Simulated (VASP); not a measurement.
# Settings for ZnS: relaxation of the cell

ZnS, F-43m (no. 216), 2 atoms in the cell. PBE; PAW potentials Zn, S (PBE set). VASP 6.6.1. The cell is changed on purpose: volume scaled by 1.03.

Wanted: cell volume within 0.2 %; lattice lengths within 0.1 %; shortest distances from each atom, periodic images included within 0.005 Å.

What the run is for: cell; Accuracy asked: standard.

The series start from Plane-wave cutoff (eV): 410; k-point mesh: 6 × 6 × 6; Relaxation passes: 2; Ionic threshold (EDIFFG): -0.005; Electronic threshold (eV): 1e-6; Precision mode (PREC): Accurate; Relaxation algorithm: IBRION=2 POTIM=0.5. Each series keeps the choices made before it, and each single choice may use up half of a tolerance. Times cover all steps of a run.

## Plane-wave cutoff (eV)

| Plane-wave cutoff (eV) | Cell volume (Å³) | Lattice lengths, largest deviation against the largest value | Shortest distances from each atom, periodic images included, largest deviation (Å) | Time (s) |
|---|---|---|---|---|
| 280 | 39.94 | 0.42 % | 0.0099 | 28 |
| 320 | 40.36 | 0.067 % | 0.0016 | 19 |
| 360 | 40.29 | 0.12 % | 0.0029 | 20 |
| 410 | 40.31 | 0.11 % | 0.0026 | 32 |
| 480 | 40.41 | 0.028 % | 0.0007 | 34 |
| 580 | 40.42 | 0.018 % | 0.0004 | 48 |
| 720 (reference) | 40.44 | 0 % | 0.0000 | 64 |

Chosen: 480, the loosest value from which every tighter one stays within half of the tolerance.

## k-point mesh

| k-point mesh | Cell volume (Å³) | Lattice lengths, largest deviation against the largest value | Shortest distances from each atom, periodic images included, largest deviation (Å) | Time (s) |
|---|---|---|---|---|
| 3 × 3 × 3 | 41.08 | 0.56 % | 0.0131 | 20 |
| 4 × 4 × 4 | 40.53 | 0.11 % | 0.0026 | 21 |
| 5 × 5 × 5 | 40.45 | 0.04 % | 0.0009 | 29 |
| 6 × 6 × 6 | 40.41 | 0.0088 % | 0.0002 | 34 |
| 7 × 7 × 7 | 40.4 | 0.0021 % | 0.0001 | 41 |
| 9 × 9 × 9 (reference) | 40.4 | 0 % | 0.0000 | 56 |

Chosen: 6 × 6 × 6.

## Relaxation passes

| Relaxation passes | Cell volume (Å³) | Lattice lengths, largest deviation against the largest value | Shortest distances from each atom, periodic images included, largest deviation (Å) | Time (s) |
|---|---|---|---|---|
| 1 | 40.41 | 0 % | 0.0000 | 24 |
| 2 | 40.41 | 0 % | 0.0000 | 34 |
| 3 (reference) | 40.41 | 0 % | 0.0000 | 41 |

Chosen: 1.

## Ionic threshold (EDIFFG)

| Ionic threshold (EDIFFG) | Cell volume (Å³) | Lattice lengths, largest deviation against the largest value | Shortest distances from each atom, periodic images included, largest deviation (Å) | Time (s) |
|---|---|---|---|---|
| -0.05 | 40.64 | 0.18 % | 0.0043 | 16 |
| -0.02 | 40.34 | 0.058 % | 0.0014 | 21 |
| -0.01 | 40.41 | 0.0036 % | 0.0001 | 24 |
| -0.005 | 40.41 | 0.0036 % | 0.0001 | 24 |
| -0.002 (reference) | 40.42 | 0 % | 0.0000 | 29 |

Chosen: -0.01.

## Electronic threshold (eV)

| Electronic threshold (eV) | Cell volume (Å³) | Lattice lengths, largest deviation against the largest value | Shortest distances from each atom, periodic images included, largest deviation (Å) | Time (s) |
|---|---|---|---|---|
| 0.0001 | 40.4 | 0.0039 % | 0.0001 | 26 |
| 1e-5 | 40.39 | 0.012 % | 0.0003 | 18 |
| 1e-6 | 40.41 | 0.0057 % | 0.0001 | 24 |
| 1e-7 (reference) | 40.4 | 0 % | 0.0000 | 25 |

Chosen: 0.0001.

## Precision mode (PREC)

| Precision mode (PREC) | Cell volume (Å³) | Lattice lengths, largest deviation against the largest value | Shortest distances from each atom, periodic images included, largest deviation (Å) | Time (s) |
|---|---|---|---|---|
| Normal | 40.4 | 0.0039 % | 0.0001 | 17 |
| Accurate (reference) | 40.4 | 0 % | 0.0000 | 26 |

Chosen: Normal.

## Relaxation algorithm

| Relaxation algorithm | Cell volume (Å³) | Lattice lengths, largest deviation against the largest value | Shortest distances from each atom, periodic images included, largest deviation (Å) | Time (s) |
|---|---|---|---|---|
| IBRION=2 POTIM=0.5 | 40.4 | 0 % | 0.0000 | 17 |
| IBRION=2 POTIM=0.2 | 40.46 | 0.048 % | 0.0011 | 23 |
| IBRION=1 POTIM=0.5 | 40.4 | 0.0023 % | 0.0001 | 22 |
| IBRION=1 POTIM=0.2 | 40.47 | 0.054 % | 0.0013 | 29 |

Chosen: IBRION=2 POTIM=0.5; no other choice that stays within half of the tolerance saves 30 % of the time.

## All choices together

| Input | Cell volume (Å³) | Lattice lengths, largest deviation against the largest value | Shortest distances from each atom, periodic images included, largest deviation (Å) | Time (s) |
|---|---|---|---|---|
| the program's defaults (naive) | 40.08 | 0.29 % | 0.0069 | 4.6 |
| chosen settings | 40.4 | 0.023 % | 0.0005 | 17 |
| reference settings throughout | 40.43 | 0 % | 0.0000 | 160 |

The tolerance is met.

Values of the reference run: Lattice lengths: 3.853, 3.853, 3.853 Å; Shortest distances from each atom, periodic images included: 2.359, 2.359, 2.359, 2.359, 2.359, 2.359, 2.359, 2.359 Å.

## The input

INCAR.step1:
```
SYSTEM = ZnS
ALGO = Normal
EDIFF = 1E-4
EDIFFG = -0.01
EFERMI = MIDGAP
ENCUT = 480
GGA = PE
GGA_COMPAT = .False.
IBRION = 2
ISIF = 3
ISMEAR = 0
LASPH = .True.
LCHARG = .False.
LREAL = .False.
LWAVE = .False.
NELM = 120
NELMIN = 4
NSW = 80
POTIM = 0.5
PREC = Normal
SIGMA = 0.03
```

INCAR.step2, as INCAR.step1 but for:
```
- EDIFFG = -0.01
- IBRION = 2
- ISIF = 3
- NELMIN = 4
- NSW = 80
- POTIM = 0.5
+ ISIF = 2
```

KPOINTS:
```
Automatic mesh
0
Gamma
  6 6 6
  0 0 0
```

POSCAR.step1:
```
ZnS
1.0
    0.0000000000      2.7287542152      2.7287542152
    2.7287542152      0.0000000000      2.7287542152
    2.7287542152      2.7287542152      0.0000000000
Zn S
1 1
Direct
    0.7500000000      0.7500000000      0.7500000000
    0.0000000000      0.0000000000      0.0000000000
```

Commands (each step's output is kept before the next begins):
```
cat potpaw_PBE.64/Zn/POTCAR potpaw_PBE.64/S/POTCAR > POTCAR
cp INCAR.step1 INCAR
cp POSCAR.step1 POSCAR
mpirun -np 1 vasp_std > vasp.out
cp CONTCAR POSCAR
cp INCAR.step2 INCAR
mpirun -np 1 vasp_std > vasp.out
```

The chosen input took VASP 6.6.1 17 s on 1 core (Intel Xeon Platinum 8259CL @ 2.50GHz (Skylake/Cascade Lake)), a shared host.

## An input that fails: cell relaxed at a low cutoff

It runs to its end, but against the unchanged starting input it is off by 27 % in the cell volume, 9.8 % in the lattice lengths, 0.2302 Å in the shortest distances from each atom, periodic images included.

Changes against the starting input:
```
(all steps)
- PREC = Accurate
- NELM = 120
- ENCUT = 410
+ PREC = Low
+ NELM = 91
+ ENCUT = 190
```
